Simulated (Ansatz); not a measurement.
# LiCl: the cost of one run

Computed with Ansatz 0.2.0 (DFT PBE, scalar-relativistic, plane waves, PAW, unless a step's input says otherwise).

### 1 The structure to begin with

It takes space group Fm-3m (No. 225, cubic). Conventional cell: a = 5.151 Å, b = 5.151 Å, c = 5.151 Å, α = 90.00°, β = 90.00°, γ = 90.00°. Li (site symmetry m-3m) is surrounded by 6 Cl at 2.58 Å. Cl (site symmetry m-3m) is surrounded by 6 Li at 2.58 Å.

Coordinates:

```cif
data_structure
_symmetry_space_group_name_H-M 'P 1'
_symmetry_Int_Tables_number 1
_cell_length_a 3.6422
_cell_length_b 3.6422
_cell_length_c 3.6422
_cell_angle_alpha 60.000
_cell_angle_beta 60.000
_cell_angle_gamma 60.000
_cell_volume 34.16
loop_
_atom_site_label
_atom_site_type_symbol
_atom_site_fract_x
_atom_site_fract_y
_atom_site_fract_z
_atom_site_occupancy
Li1 Li 0.50000 0.50000 0.50000 1
Cl1 Cl 0.00000 0.00000 0.00000 1
```

It is the end of an earlier relaxation with the same method, from a generated guess; it needn't be the stable form of this composition. At a tolerance of 0.02 Å it has space group Fm-3m (No. 225); it has 17.08 Å³/atom, an uncorrected energy of -1.85 eV/atom over the elements.

### 2 Electronic structure at the relaxed geometry

Input file input.yaml:

```yaml
crystal:
  lattice:
    - [0.0, 2.5754113221, 2.5754113221]
    - [2.5754113221, 0.0, 2.5754113221]
    - [2.5754113221, 2.5754113221, 0.0]
  atoms:
    - { symbol: Li, position: [0.5, 0.5, 0.5] }
    - { symbol: Cl, position: [0.0, 0.0, 0.0] }
basis:
  ecutwfc: 420
kpoints:
  mp_grid: { grid: [8, 8, 8] }
  band_path:
    path:
      - [[0.0, 0.0, 0.0], [0.5, 0.0, 0.5], [0.625, 0.25, 0.625]]
      - [[0.375, 0.375, 0.75], [0.0, 0.0, 0.0], [0.5, 0.5, 0.5], [0.5, 0.25, 0.75], [0.5, 0.0, 0.5]]
    npoints: 14
hamiltonian:
  xc: pbe
scf:
  occupations: { method: gaussian, width: 0.02 }
  n_extra_bands: 6
output:
  forces: true
  stress: true
  eigenvalues: true
  populations: true
  dos: { projected: true, de: 0.02, nscf_kmesh: { grid: [12, 12, 12] } }
  bader: true
```

Run with:

```sh
$ ansatz run input.yaml --threads 1 --pin off --max-ram 2560MiB --backend cpu --events-out ev --progress --plain --runs-dir out
```

Q: Estimate wall time and peak memory on 1 thread of Arm Neoverse V1, shared host.

About 8.8 s, with a peak of 0.27 GiB.
